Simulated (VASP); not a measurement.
The system is GaN.

```xyz
4
Lattice="3.1800 0.0000 0.0000 -1.5900 2.7540 0.0000 0.0000 0.0000 5.1660" Properties=species:S:1:pos:R:3 pbc="T T T"
Ga    1.5900    0.9180    2.5830
Ga    0.0000    1.8360    0.0000
N     1.5900    0.9180    4.5203
N     0.0000    1.8360    1.9373
```

Program: VASP 6.6.1. Alike in all runs: cell as given.

**Question.** Order these runs on this cell by their pressure, lowest first.
A. level LDA; potentials or basis VASP PAW LDA potentials, release 64 (Ga_d, N); spin SOC, no magnetisation; k mesh 8 × 8 × 4; cutoff (eV) 520; smearing gaussian 0.02 eV; ladder gaps
B. level revPBE; potentials or basis VASP PAW PBE potentials, release 64 (Ga_d, N); spin off; k mesh 10 × 10 × 5; cutoff (eV) 520; smearing fermi-dirac 0.05 eV
C. level PBE; potentials or basis VASP PAW PBE potentials, release 64 (Ga_d_GW, N_GW); spin off; k mesh 10 × 10 × 5; cutoff (eV) 550; smearing gaussian 0.1 eV
D. level TPSS; potentials or basis VASP PAW PBE potentials, release 64 (Ga_d, N); spin off; k mesh 10 × 10 × 5; cutoff (eV) 520; smearing fermi-dirac 0.05 eV
E. level rSCAN; potentials or basis VASP PAW PBE potentials, release 64 (Ga_d, N); spin off; k mesh 10 × 10 × 5; cutoff (eV) 520; smearing fermi-dirac 0.05 eV

**Answer.** A (-3.4 GPa), E (1.6 GPa), D (5.1 GPa), C (7.0 GPa), B (10.2 GPa).

Caveats: the PAW data sets were made with another functional, which shifts forces and pressure a little (some runs); an odd mesh through Γ misses points on the zone boundary, where band edges often lie (some runs).

Not every run made on this cell is shown here.
